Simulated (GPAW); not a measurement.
Runs of GPAW 26.7.0 on FePt (Tetraferroplatinum). Symmetry: P4/mmm, No. 123, tetragonal system. Conventional cell: a = 2.724 Å, b = 2.724 Å, c = 3.720 Å, α = 90.00°, β = 90.00°, γ = 90.00°. Pt (site symmetry 4/mmm) has 8 Fe at 2.68 Å and 4 Pt at 2.72 Å as nearest neighbours. Fe (site symmetry 4/mmm) has 8 Pt at 2.68 Å and 4 Fe at 2.72 Å as nearest neighbours. 

```tsv
task	level	potentials or basis	spin	U	k mesh	cutoff (eV)	band path	band points	spin axis theta (degrees)	spin axis phi (degrees)	soc after scf	mesh quality	pressure (GPa)	moment (μB)
band structure	C09-vdW	GPAW PAW data sets (gpaw-data 1.2.1), pw	collinear, ferromagnetic start, SOC	-	7 × 7 × 5	600	GXMGZRAZ,XR,MA	100	0	0	second variation	not flagged	-	3.23
one-shot levels on a semilocal density	LDA	the program's PAW data sets (release 1.2.1) made for this functional, pw	collinear, ferromagnetic start	-	4 × 4 × 3	500	-	-	-	-	-	coarse	(a)	3.26
band structure	vdW-DF2	GPAW PAW data sets (gpaw-data 1.2.1), pw	collinear, ferromagnetic start, SOC	-	7 × 7 × 5	600	GXMGZRAZ,XR,MA	80	54.7	45	second variation	not flagged	-	(b)
band structure	PBE	PAW data sets generated in the run's folder for this functional, pw	collinear, ferromagnetic start	-	7 × 7 × 5	600	GXMGZRAZ,XR,MA	80	-	-	-	not flagged	4.3	3.28
```

Alike in all rows: cell as given; smearing fermi-dirac 0.05 eV.

Task: Estimate the missing entries.

Result: (a) -13.3; (b) 3.13.

Caveats: some runs use coarse meshes; spin-orbit coupling was added after a scalar SCF, so levels and gaps hold it while energy, forces, pressure and moments don't (some runs); this program's spin-orbit splittings come out too wide for heavy elements (some runs); the PAW data sets were made with another functional, which shifts forces and pressure a little (some runs); the cutoff is short for stress and forces, so pressures can be off by a GPa or more (some runs); one-shot exact exchange on a metal's smeared states is rough (some runs).

Not every run made on this cell is shown here.
